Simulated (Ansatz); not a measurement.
W:

```xyz
1
Lattice="0.0000 2.0300 2.0300 2.0300 0.0000 2.0300 2.0300 2.0300 0.0000" Properties=species:S:1:pos:R:3 pbc="T T T"
W     0.0000    0.0000    0.0000
```

This isn't the form of W at room conditions, which is bcc.

| Item | Value |
| --- | --- |
| Program | Ansatz 0.2.0 |
| Task | relaxation of cell and atoms |
| Functional | BLYP |
| Potentials or basis | Ansatz PAW |
| Cutoff | 420 eV (not typed: the program's choice for these potentials) |
| k mesh | 11 × 11 × 11 |
| Occupations | fermi-dirac, width 0.05 eV |
| Spin | no spin polarisation |

At the start: volume 16.73 Å³/atom.

Task: Where does the relaxation end?

Result: It ends after 4 steps and the volume is 17.03 Å³/atom (+1.8 %); space group Fm-3m (No. 225, to 0.05 Å).

The path:
| step | energy change (eV) | largest force (eV/Å) | volume (Å³) |
| --- | --- | --- | --- |
| 1 | 0.0000 | 0.0000 | 16.73 |
| 2 | -0.0042 | 0.0000 | 17.05 |
| 3 | -0.0043 | 0.0000 | 17.03 |
| 4 | -0.0044 | 0.0000 | 17.03 |

Final structure:
```xyz
1
Lattice="0.0000 2.0419 2.0419 2.0419 0.0000 2.0419 2.0419 2.0419 0.0000" Properties=species:S:1:pos:R:3 pbc="T T T"
W     0.0000    0.0000    0.0000
```

Caveat: the plane-wave basis is chosen anew once the cell has moved, so the energies of steps on either side of that aren't comparable; the PAW data sets come from PBE, with cores solved anew for the run's functional, which leaves a small shift of forces and pressure.
